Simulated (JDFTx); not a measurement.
Crystal: AlN.

```
Al N
1.0
     3.11300    0.00000    0.00000
    -1.55650    2.69594    0.00000
     0.00000    0.00000    4.98100
Al N
2 2
Direct
  0.66667 0.33333 0.50000
  0.33333 0.66667 0.00000
  0.66667 0.33333 0.88000
  0.33333 0.66667 0.38000
```

```yaml
Program: JDFTx 1.7.0 (patched build)
Task: relaxation of cell and atoms
Functional: LDA
Potentials_or_basis: PseudoDojo-SR-LDA-0.4.1-standard
Cutoff: 1143 eV
Density_cutoff: 9143 eV
k_mesh: 10 × 10 × 6
Occupations: fermi-dirac, width 0.05 eV
Spin: no spin polarisation
```

At the start: pressure -5.8 GPa; volume 10.45 Å³/atom.

Where does the relaxation end?

Over 7 steps the energy falls by 6.0 meV/atom and the volume is 10.15 Å³/atom (-2.9 %); space group P6_3mc (No. 186, to 0.05 Å).

The path:
```
step  energy change (eV)  largest force (eV/Å)  pressure (GPa)  volume (Å³)
   1              0.0000                0.1142           -5.84        41.80
   2             -0.0061                0.0823           -5.11        41.64
   3             -0.0228                0.0299           -1.28        40.84
   4             -0.0238                0.0221            0.14        40.56
   5             -0.0239                0.0000           -0.05        40.60
   6             -0.0239                0.0018           -0.02        40.59
   7             -0.0239                0.0027            0.00        40.59
```

Final structure:
```xyz
4
Lattice="3.0819 0.0000 0.0000 -1.5410 2.6690 0.0000 0.0000 0.0000 4.9343" Properties=species:S:1:pos:R:3 pbc="T T T"
Al    1.5410    0.8897    2.4626
Al    0.0000    1.7793   -0.0046
N     1.5410    0.8897    4.3468
N     0.0000    1.7793    1.8796
```
